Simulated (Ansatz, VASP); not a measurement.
# Two plane-wave programs on Al

The input INCAR:

```
SYSTEM = Al
ALGO = Normal
EDIFF = 1E-7
ENCUT = 520
GGA = PE
ISIF = 2
ISMEAR = 0
LASPH = .True.
LCHARG = .True.
LELF = .True.
LREAL = .False.
LVHAR = .True.
LWAVE = .False.
NBANDS = 8
NELM = 100
PREC = Accurate
SIGMA = 0.05
```

File KPOINTS:

```
k-points
0
Gamma
  8 8 8
  0 0 0
```

File POSCAR:

```
Al
1.0
   -1.6145962067      1.6145962067      1.6145962067
    1.6145962067     -1.6145962067      1.6145962067
    1.6145962067      1.6145962067     -1.6145962067
Al
1
Direct
    0.0000000000      0.0000000000      0.0000000000
```

Input for Ansatz:

```yaml
crystal:
  lattice:
    - [-1.6145962067, 1.6145962067, 1.6145962067]
    - [1.6145962067, -1.6145962067, 1.6145962067]
    - [1.6145962067, 1.6145962067, -1.6145962067]
  atoms:
    - { symbol: Al, position: [0.0, 0.0, 0.0] }
basis:
  ecutwfc: 600
  ecutrho_ratio: 5
kpoints:
  mp_grid: { grid: [8, 8, 8] }
hamiltonian:
  xc: pbe
scf:
  occupations: { method: gaussian, width: 0.05 }
output:
  forces: true
  stress: true
  eigenvalues: true
```

Alike in both runs: task single point; functional PBE; k mesh 8 × 8 × 8; occupations gaussian, width 0.05 eV; no spin polarisation.

|  | VASP | Ansatz |
| --- | --- | --- |
| version | VASP 6.6.1 | Ansatz 0.2.0 |
| potentials or method | VASP PAW PBE potentials, release 64 (Al) | scalar-relativistic, plane waves, PAW |
| plane-wave cutoff (eV) | 520 | 600 |
| valence electrons in the cell | 3 | 3 |

Ansatz gave:

| Property | Result |
| --- | --- |
| gap on the k mesh at the Fermi level (eV) | none |
| pressure (GPa) | 1.1 |

Problem. Estimate VASP's values.

Solution. gap on the k mesh at the Fermi level (eV): none; pressure (GPa): 1.0.

A gap of «none» marks a metal or a gap that the smearing closes.
